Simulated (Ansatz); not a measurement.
# TiO2 (Anatase): the cost of one run

Program: Ansatz 0.2.0. Level of theory: DFT PBE, scalar-relativistic, plane waves, PAW. These are calculated values, not measurements.

1 further run of the same task is left out (set aside as unsound or not needed).

## (1) The structure to begin with

Symmetry: I4_1/amd, No. 141, tetragonal system. Conventional cell: a = 3.799 Å, b = 3.799 Å, c = 9.697 Å, α = 90.00°, β = 90.00°, γ = 90.00°. Ti (site symmetry -4m2) is surrounded by 6 O at 1.95 to 2.00 Å. Around O (site symmetry 2mm) lie 3 Ti at 1.95 to 2.00 Å.

Structure file:

```xyz
6
Lattice="-1.8996 1.8996 4.8485 1.8996 -1.8996 4.8485 1.8996 1.8996 -4.8485" Properties=species:S:1:pos:R:3 pbc="T T T"
Ti    0.0000    0.0000    0.0000
Ti    0.0000    1.8996    2.4243
O     0.0000    0.0000    2.0024
O     0.0000    1.8996    4.4266
O     0.0000    1.8996    0.4219
O     0.0000    0.0000    7.6946
```

This cell was relaxed beforehand with the same method: volume 11.66 Å³/atom, gap on the mesh 2.13 eV.

## (2) Bands, states and charges

Input file input.yaml:

```yaml
crystal:
  lattice:
    - [-1.8996082692, 1.8996082692, 4.8485069446]
    - [1.8996082692, -1.8996082692, 4.8485069446]
    - [1.8996082692, 1.8996082692, -4.8485069446]
  atoms:
    - { symbol: Ti, position: [0.0, 0.0, 0.0] }
    - { symbol: Ti, position: [0.75, 0.25, 0.5] }
    - { symbol: O, position: [0.2064947469, 0.2064947469, 0.0] }
    - { symbol: O, position: [0.9564947469, 0.4564947469, 0.5] }
    - { symbol: O, position: [0.5435052531, 0.0435052531, 0.5] }
    - { symbol: O, position: [0.7935052531, 0.7935052531, 0.0] }
basis:
  ecutwfc: 420
kpoints:
  mp_grid: { grid: [10, 10, 10] }
  band_path:
    path:
      - [[0.0, 0.0, 0.0], [0.0, 0.0, 0.5], [0.25, 0.25, 0.25], [0.0, 0.5, 0.0], [0.0, 0.0, 0.0], [0.5, 0.5, -0.5], [0.28837533, 0.71162467, -0.28837533]]
      - [[-0.28837533, 0.28837533, 0.28837533], [0.0, 0.0, 0.0]]
      - [[0.0, 0.0, 0.5], [-0.07675065, 0.07675065, 0.5]]
      - [[0.5, 0.5, -0.07675065], [0.5, 0.5, -0.5]]
    npoints: 14
hamiltonian:
  xc: pbe
scf:
  occupations: { method: gaussian, width: 0.02 }
  n_extra_bands: 15
output:
  forces: true
  stress: true
  eigenvalues: true
  populations: true
  dos: { projected: true, de: 0.02, nscf_kmesh: { grid: [15, 15, 15] } }
  bader: true
  write_density: true
  write_potential: true
  elf: true
  volumetric_format: npy
```

The run is started by

```bash
ansatz run input.yaml --threads 2 --pin off --max-ram 5120MiB --backend cpu --events-out ev --progress --plain --runs-dir out
```

Q: Estimate wall time and peak memory on 2 threads of AMD EPYC 7R43 (Zen 3), shared host.

About 1.7 min, with a peak of 0.72 GiB.
